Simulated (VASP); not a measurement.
# Ag in VASP: a series of runs

One slab, Ag, is run at these levels: PBEsol; tasks: single point, relaxation of the atoms.

All numbers are computed with VASP 6.6.1; they aren't measurements. Logs are shortened: lines on timing, memory, paths and dates and some standing lists are left out, and cuts for length are marked.

**1. The structure**

The cell holds a slab with vacuum, 6 atoms: a = 2.865 Å, b = 2.865 Å, c = 26.696 Å, α = 90.00°, β = 90.00°, γ = 120.00°.

The slab is cut from a database's or a generator's crystal, which needn't be the stable form of the element.

**2. Single point, PBEsol**

File INCAR:

```
  ALGO = Fast
  DIPOL = 0.5 0.5 0.500
  EDIFF = 1E-7
  ENCUT = 520
  GGA = PS
  ICORELEVEL = 1
  IDIPOL = 3
  ISIF = 2
  ISMEAR = 1
  KPAR = 2
  LASPH = T
  LCHARG = F
  LDIPOL = T
  LREAL = F
  LVACPOTAV = T
  LVHAR = T
  LWAVE = F
  NELM = 80
  PREC = Accurate
  SIGMA = 0.1
```

File KPOINTS:

```
k-points
0
Gamma
  15 15 1
```

File POSCAR:

```
Ag
1.0
    2.8648615100      0.0000000000      0.0000000000
   -1.4324307500      2.4810428400      0.0000000000
    0.0000000000      0.0000000000     26.6957481300
Ag
6
Direct
    0.6666666700      0.3333333300      0.2809436200
    0.3333333300      0.6666666700      0.3685661700
    0.0000000000      0.0000000000      0.4561887200
    0.6666666700      0.3333333300      0.5438112800
    0.3333333300      0.6666666700      0.6314338300
    0.0000000000      0.0000000000      0.7190563800
```

Potentials or basis: VASP PAW PBE potentials, release 64 (Ag).

Launch:

```bash
$ cat potpaw_PBE.64/Ag/POTCAR > POTCAR
$ mpirun -np 2 vasp_std > vasp.out
```

OUTCAR:

```text
EDIFF = 1E-7
   ENCUT = 520
   GGA = PS
   ISIF = 2
   ISMEAR = 1
   LASPH = T
   LREAL = F
   NELM = 80
   PREC = Accurate

 ion  position               nearest neighbor table
   1  0.667  0.333  0.281-   2 2.86   2 2.86   2 2.86
   2  0.333  0.667  0.369-   1 2.86   3 2.86   1 2.86   3 2.86   3 2.86   1 2.86
   3  0.000  0.000  0.456-   2 2.86   2 2.86   2 2.86   4 2.86   4 2.86   4 2.86
   4  0.667  0.333  0.544-   5 2.86   5 2.86   5 2.86   3 2.86   3 2.86   3 2.86
   5  0.333  0.667  0.631-   4 2.86   6 2.86   4 2.86   6 2.86   6 2.86   4 2.86
   6  0.000  0.000  0.719-   5 2.86   5 2.86   5 2.86

  LATTYP: Found a hexagonal cell.
 ALAT       =     2.8648615100
 C/A-ratio  =     9.3183380896

  Lattice vectors:

 A1 = (   2.8648615100,   0.0000000000,   0.0000000000)
 A2 = (  -1.4324307500,   2.4810428400,   0.0000000000)
 A3 = (   0.0000000000,   0.0000000000,  26.6957481300)

Analysis of symmetry for initial positions (statically):
=====================================================================
 Subroutine PRICEL returns:
 Original cell was already a primitive cell.

 Routine SETGRP: Setting up the symmetry group for a
 hexagonal supercell.

 Subroutine GETGRP returns: Found 12 space group operations
 (whereof  6 operations were pure point group operations)
 out of a pool of 24 trial point group operations.

The static configuration has the point symmetry C_3v.
 The point group associated with its full space group is D_3d.

Analysis of symmetry for dynamics (positions and initial velocities):
=====================================================================
 Subroutine PRICEL returns:
 Original cell was already a primitive cell.

 Routine SETGRP: Setting up the symmetry group for a
 hexagonal supercell.

 Subroutine GETGRP returns: Found 12 space group operations
 (whereof  6 operations were pure point group operations)
 out of a pool of 24 trial point group operations.

The dynamic configuration has the point symmetry C_3v.
 The point group associated with its full space group is D_3d.

 Subroutine INISYM returns: Found 12 space group operations
 (whereof  6 operations are pure point group operations),
 and found     1 'primitive' translations

----------------------------------------------------------------------------------------

                                     Primitive cell

  volume of cell :     189.7492

  direct lattice vectors                    reciprocal lattice vectors
     2.864861510  0.000000000  0.000000000     0.349057013  0.201528160  0.000000000
    -1.432430750  2.481042840  0.000000000     0.000000000  0.403056321  0.000000000
     0.000000000  0.000000000 26.695748130     0.000000000  0.000000000  0.037459149

  length of vectors
     2.864861510  2.864861502 26.695748130     0.403056320  0.403056321  0.037459149

  position of ions in fractional coordinates (direct lattice)
     0.666666670  0.333333330  0.280943620
     0.333333330  0.666666670  0.368566170
     0.000000000  0.000000000  0.456188720
     0.666666670  0.333333330  0.543811280
     0.333333330  0.666666670  0.631433830
     0.000000000  0.000000000  0.719056380

  ion indices of the primitive-cell ions
   primitive index   ion index
                 1           1
                 2           2
                 3           3
                 4           4
                 5           5
                 6           6

----------------------------------------------------------------------------------------

 KPOINTS: k-points

Automatic generation of k-mesh.
 Grid dimensions read from file:
 generate k-points for:   15   15    1

 Generating k-lattice:

  Cartesian coordinates                     Fractional coordinates (reciprocal lattice)
     0.023270468  0.013435211  0.000000000     0.066666667  0.000000000  0.000000000
     0.000000000  0.026870421  0.000000000     0.000000000  0.066666667  0.000000000
     0.000000000  0.000000000  0.037459149     0.000000000  0.000000000  1.000000000

  Length of vectors
     0.026870421  0.026870421  0.037459149

  Shift w.r.t. Gamma in fractional coordinates (k-lattice)
     0.000000000  0.000000000  0.000000000

 Subroutine IBZKPT returns following result:
 ===========================================

 Found     27 irreducible k-points:

 Following reciprocal coordinates:
            Coordinates               Weight
  0.000000  0.000000  0.000000      1.000000
  0.066667  0.000000  0.000000      6.000000
  0.133333  0.000000  0.000000      6.000000
  0.200000  0.000000  0.000000      6.000000
  0.266667  0.000000  0.000000      6.000000
  0.333333  0.000000  0.000000      6.000000
[... 16 lines left out ...]
  0.333333  0.200000  0.000000     12.000000
  0.400000  0.200000  0.000000      6.000000
 [... further k-points ...]
   k-points           NKPTS =     27   k-points in BZ     NKDIM =     27   number of bands    NBANDS=     39
   number of dos      NEDOS =    301   number of ions     NIONS =      6
   total plane-waves  NPLWV = 115200
   dimension x,y,z NGX =    24 NGY =   24 NGZ =  200
   dimension x,y,z NGXF=    48 NGYF=   48 NGZF=  400
   ions per type =               6
   NGX,Y,Z   is equivalent  to a cutoff of  13.93, 13.93, 12.45 a.u.
   NGXF,Y,Z  is equivalent  to a cutoff of  27.85, 27.85, 24.91 a.u.
 SYSTEM =  unknown system
   PREC   = accura    normal or accurate (medium, high low for compatibility)
   ISTART =      0    job   : 0-new  1-cont  2-samecut
   ICHARG =      2    charge: 1-file 2-atom 10-const
   ISPIN  =      1    spin polarized calculation?
   LNONCOLLINEAR =      F non collinear calculations
   LSORBIT =      F    spin-orbit coupling
   LASPH  =      T    aspherical Exc in radial PAW
   ENCUT  =  520.0 eV  38.22 Ry    6.18 a.u.   5.33  5.33 49.64*2*pi/ulx,y,z
   NELM   =     80;   NELMIN=  2; NELMDL= -5     # of ELM steps
   EDIFF  = 0.1E-06   stopping-criterion for ELM
   LREAL  =      F    real-space projection
   EDIFFG = 0.1E-05   stopping-criterion for IOM
   NSW    =      0    number of steps for IOM
   IBRION =     -1    ionic relax: 0-MD 1-quasi-New 2-CG
   NFREE  =      0    steps in history (QN), initial steepest desc. (CG)
   ISIF   =      2    stress and relaxation
   ISYM   =      2    0-nonsym 1-usesym 2-fastsym
   POTIM  = 0.5000    time-step for ionic-motion
   TEBEG  =    0.0;   TEEND  =   0.0 temperature during run
   PSTRESS=    0.0 pullay stress
   NELECT =      66.0000    total number of electrons
   NUPDOWN=      -1.0000    fix difference up-down
   EMIN   =  10.00;   EMAX   =-10.00  energy-range for DOS
   EFERMI =   0.00;   METHOD = LEGACY
   ISMEAR =     1;   SIGMA  =   0.10  broadening in eV -4-tet -1-fermi 0-gaus
   EFERMI_NEDOS =   21; number of points for ismear=-14 and -15
   IALGO  =     68    algorithm
   IMIX   =      4    mixing-type and parameters
     AMIX     =   0.40;   BMIX     =  1.00
     AMIX_MAG =   1.60;   BMIX_MAG =  1.00
  volume/ion in A,a.u.               =      31.62       213.42
  Fermi-wavevector in a.u.,A,eV,Ry     =   1.151320  2.175680 18.035044  1.325538
  Thomas-Fermi vector in A             =   2.287979
   LORBIT       =      0    0 simple, 1 ext, 2 COOP (PROOUT), +10 PAW based schemes
   GGA     = PS    functional components
   LHFCALC =     F    Hartree Fock is set to
   AEXX    =    0.0000 exact exchange contribution
   IVDW    =     0    specifies the selected vdW correction
   LEPSILON=     F    determine dielectric tensor
   LRPA    =     F    only Hartree local field effects (RPA)
 non-spin polarized calculation
 RMM-DIIS sequential band-by-band and
 Methfessel and Paxton  Order N= 1 SIGMA  =   0.10
  energy-cutoff  :      520.00
  volume of cell :      189.75
 maximum number of plane-waves:      5151
 NGX is ok and might be reduce to    24
   NGX = 11   NGY = 11   NGZ = 99

 number of electron      65.9999999 magnetization

 dipolmoment           0.000000      0.000000     -0.000000 electrons x Angstroem

 Free energy of the ion-electron system (eV)
  ---------------------------------------------------
  ext. energy  EPLUGINS =         0.00000000
  ---------------------------------------------------
  free energy    TOTEN  =       -18.94830759 eV

  energy without entropy =      -18.94557567  energy(sigma->0) =      -18.94739695

 the core state eigenenergies are
   1-  1s -25319.8818  2s  -3723.5364  2p  -3339.0441  3s   -678.3721  3p   -552.1390
       3d   -353.2292  4s    -89.4815  4p    -52.9240
   2-  1s -25320.2069  2s  -3723.8795  2p  -3339.3856  3s   -678.7129  3p   -552.4797
       3d   -353.5712  4s    -89.8136  4p    -53.2524
   3-  1s -25320.2513  2s  -3723.9262  2p  -3339.4323  3s   -678.7536  3p   -552.5204
       3d   -353.6128  4s    -89.8422  4p    -53.2784
   4-  1s -25320.2513  2s  -3723.9262  2p  -3339.4323  3s   -678.7536  3p   -552.5204
       3d   -353.6128  4s    -89.8422  4p    -53.2784
   5-  1s -25320.2069  2s  -3723.8795  2p  -3339.3856  3s   -678.7129  3p   -552.4797
       3d   -353.5712  4s    -89.8136  4p    -53.2524
   6-  1s -25319.8818  2s  -3723.5364  2p  -3339.0441  3s   -678.3721  3p   -552.1390
       3d   -353.2292  4s    -89.4815  4p    -52.9240

 E-fermi :   2.3597     XC(G=0):  -7.2172

 val. band max:        2.3541889543   @ k =   0.4667   0.0000   0.0000
 cond. band min:       2.3921581641   @ k =   0.4667   0.0667   0.0000
 fundamental gap:      0.0379692098
 Fermi energy:         2.3596834870

 k-point     1 :       0.0000    0.0000    0.0000
  band No.  band energies     occupation
      1      -5.5119      2.00000
      2      -4.9577      2.00000
      3      -4.3268      2.00000
      4      -4.2101      2.00000
      5      -3.9202      2.00000
      6      -3.8686      2.00000
[... 31 lines left out ...]
     38       6.5847      0.00000
     39       6.6717      0.00000

 k-point     2 :       0.0667    0.0000    0.0000
  band No.  band energies     occupation
      1      -5.3873      2.00000
      2      -4.8377      2.00000
      3      -4.2158      2.00000
      4      -4.1253      2.00000
      5      -3.8292      2.00000
      6      -3.7706      2.00000
[... 916 lines left out ...]
 k-point    24 :       0.4000    0.2000    0.0000
  band No.  band energies     occupation
      1      -3.8437      2.00000
      2      -3.6632      2.00000
      3      -3.5770      2.00000
      4      -3.5192      2.00000
      5      -3.3890      2.00000
      6      -3.3636      2.00000
[... 31 lines left out ...]
     38       7.3065      0.00000
     39       7.9156      0.00000

 [... further k-points ...]

------------------------ aborting loop because EDIFF is reached ----------------------------------------

  FORCE on cell =-STRESS in cart. coord.  units (eV):
  Direction    XX          YY          ZZ          XY          YZ          ZX
  --------------------------------------------------------------------------------------
  -------------------------------------------------------------------------------------
  Total       -1.2998186     -1.2998185     -0.0351892     -0.0000000      0.0000000     -0.0000000
  in kB      -10.9752222    -10.9752221     -0.2971255     -0.0000000      0.0000000     -0.0000000
  external PRESSURE =      -7.4158566 kB  Pullay stress =       0.0000000 kB

 VOLUME and BASIS-vectors are now :
 -----------------------------------------------------------------------------
  energy-cutoff  :      520.00
  volume of cell :      189.75
      direct lattice vectors                 reciprocal lattice vectors
     2.864861510  0.000000000  0.000000000     0.349057013  0.201528160  0.000000000
    -1.432430750  2.481042840  0.000000000     0.000000000  0.403056321  0.000000000
     0.000000000  0.000000000 26.695748130     0.000000000  0.000000000  0.037459149

 POSITION                                       TOTAL-FORCE (eV/Angst)
 -----------------------------------------------------------------------------------
      1.43243      0.82701      7.50000        -0.000000     -0.000000      0.026774
     -0.00000      1.65403      9.83915        -0.000000      0.000000     -0.030362
      0.00000      0.00000     12.17830        -0.000000      0.000000     -0.050800
      1.43243      0.82701     14.51745         0.000000     -0.000000      0.050800
     -0.00000      1.65403     16.85660         0.000000     -0.000000      0.030362
      0.00000      0.00000     19.19575         0.000000      0.000000     -0.026774
 -----------------------------------------------------------------------------------
    total drift:                               -0.000000      0.000000      0.000001

  FREE ENERGIE OF THE ION-ELECTRON SYSTEM (eV)
  ---------------------------------------------------
  free  energy   TOTEN  =       -18.9483075859 eV

  energy  without entropy=      -18.9455756670  energy(sigma->0) =      -18.94739695

 vacuum level on the upper side and lower side of the slab         6.962         6.962
```

It took 2.1 min on 2 MPI ranks of AMD EPYC 9R45 (Zen 5), shared host; peak memory 0.38 GiB.

What came out:

```
Free energy                     : -18.9483 eV
Largest force                   : 0.051 eV/Å
Band gap on the k mesh          : none (metal or under the smearing width)
Work function of the upper face : 4.60 eV
Work function of the lower face : 4.60 eV
```

Forces on the atoms (eV/Å):
```
Ag   0.000  0.000  0.027
Ag   0.000  0.000 -0.030
Ag   0.000  0.000 -0.051
Ag   0.000  0.000  0.051
Ag   0.000  0.000  0.030
Ag   0.000  0.000 -0.027
```

Levels at points of the mesh, in eV from the Fermi level:
```csv
k point,band 30,band 31,band 32,band 33,band 34,band 35,band 36,band 37,band 38,band 39
"(0.00, 0.00, 0.00)",-3.34,-3.08,-3.08,-2.98,-2.98,-2.43,-0.57,0.04,4.23,4.31
```

Core levels (eV, on the scale of the bands):
```csv
atom,levels
1 Ag,"1s -25319.9, 2s -3723.5, 2p -3339.0, 3s -678.4, 3p -552.1, 3d -353.2, 4s -89.5, 4p -52.9"
2 Ag,"1s -25320.2, 2s -3723.9, 2p -3339.4, 3s -678.7, 3p -552.5, 3d -353.6, 4s -89.8, 4p -53.3"
3 Ag,"1s -25320.3, 2s -3723.9, 2p -3339.4, 3s -678.8, 3p -552.5, 3d -353.6, 4s -89.8, 4p -53.3"
4 Ag,"1s -25320.3, 2s -3723.9, 2p -3339.4, 3s -678.8, 3p -552.5, 3d -353.6, 4s -89.8, 4p -53.3"
5 Ag,"1s -25320.2, 2s -3723.9, 2p -3339.4, 3s -678.7, 3p -552.5, 3d -353.6, 4s -89.8, 4p -53.3"
6 Ag,"1s -25319.9, 2s -3723.5, 2p -3339.0, 3s -678.4, 3p -552.1, 3d -353.2, 4s -89.5, 4p -52.9"
```

Caveat: the PAW data sets were made with another functional, which shifts forces and pressure a little.

[end of part 1 of 2]
